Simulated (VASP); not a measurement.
# NbAs: molecular dynamics with a thermostat, by thermostat

NbAs, I4_1md (no. 109), 8 atoms in the cell. PBE, molecular dynamics; PAW potentials Nb_pv, As (PBE set).

| Thermostat | Mean temperature (K) | Standard error of the mean temperature (K) | Relative fluctuation of the kinetic energy | Canonical value of that fluctuation | Rise of the mean potential energy above the start (meV/atom) | Time (s) |
|---|---|---|---|---|---|---|
| none (NVE) | 149 | 5 | 0.336 | 0.309 | 16.7 | 583 |
| velocity scaling every step | 300 | 0 | 0.000 | 0.309 | 36.3 | 646 |
| Nose-Hoover, SMASS 5 | 259 | 63 | 0.586 | 0.309 | 29.9 | 598 |
| Nose-Hoover, SMASS 0 | 306 | 16 | 0.422 | 0.309 | 43.8 | 599 |
| Andersen, probability 0.01 | 286 | 14 | 0.238 | 0.309 | 31.2 | 591 |
| Andersen, probability 0.5 | 239 | 21 | 0.365 | 0.309 | 63.0 | 844 |
| Langevin, friction 10/ps | 278 | 28 | 0.317 | 0.289 | 29.5 | 729 |
| Langevin, friction 1/ps | 163 | 9 | 0.230 | 0.289 | 17.9 | 626 |
| Nose-Hoover chain of 3, period 20 steps | 309 | 30 | 0.421 | 0.309 | 35.4 | 614 |
| Nose-Hoover chain of 4, period 10 steps, NRESPA 2, NS 3 | 290 | 12 | 0.349 | 0.309 | 33.3 | 600 |
| CSVR, period 5 steps | 326 | 11 | 0.297 | 0.309 | 41.0 | 578 |

Limits: 861 fs of 8 atoms are too short for converged averages; the cell is only 3.5 Å across, so each atom moves in step with near copies of itself.

## Input of the first row

INCAR:
```
GGA      = PE             # functional
PREC     = Normal         # precision mode
ENCUT    = 210            # plane-wave cutoff, eV
EDIFF    = 1E-5           # SCF threshold, eV
NELMIN   = 4            
NELM     = 60             # most SCF steps
ALGO     = Fast           # electronic algorithm
LREAL    = Auto         
LASPH    = True           # aspherical terms in the spheres
ISMEAR   = -1             # smearing method
SIGMA    = 0.05           # smearing width, eV
ISYM     = 0            
LWAVE    = False          # write WAVECAR
LCHARG   = False          # write CHGCAR
IBRION   = 0              # ionic algorithm
NSW      = 287            # ionic steps
POTIM    = 3.0            # step
TEBEG    = 300          
TEEND    = 300          
ISIF     = 2              # what is computed and relaxed
RANDOM_SEED= 880318 0 0   
MDALGO   = 1            
ANDERSEN_PROB= 0.0          
KPAR     = 4             
```

KPOINTS:
```
k-points
0
Monkhorst-Pack
  4 4 1
```

POSCAR:
```
NbAs
1.0
    3.4517000000      0.0000000000      0.0000000000
    0.0000000000      3.4517000000      0.0000000000
    0.0000000000      0.0000000000     11.6800000000
Nb As
4 4
Direct
    0.0000000000      0.5000000000      0.7500000000
    0.5000000000      0.5000000000      0.0000000000
    0.5000000000      0.0000000000      0.2500000000
    0.0000000000      0.0000000000      0.5000000000
    0.0000000000      0.5000000000      0.1660000000
    0.0000000000      0.0000000000      0.9160000000
    0.5000000000      0.0000000000      0.6660000000
    0.5000000000      0.5000000000      0.4160000000
```

Commands:
```
cat potpaw_PBE.64/Nb_pv/POTCAR potpaw_PBE.64/As/POTCAR > POTCAR
mpirun -np 4 vasp_std > vasp.out
```

Changes of the last row against the first:
```
- MDALGO = 1
- ANDERSEN_PROB = 0.0
+ MDALGO = 5
+ CSVR_PERIOD = 5
```

VASP 6.6.1 took 583 s on 4 cores (Intel Xeon Platinum 8259CL @ 2.50GHz (Skylake/Cascade Lake)), a shared host.
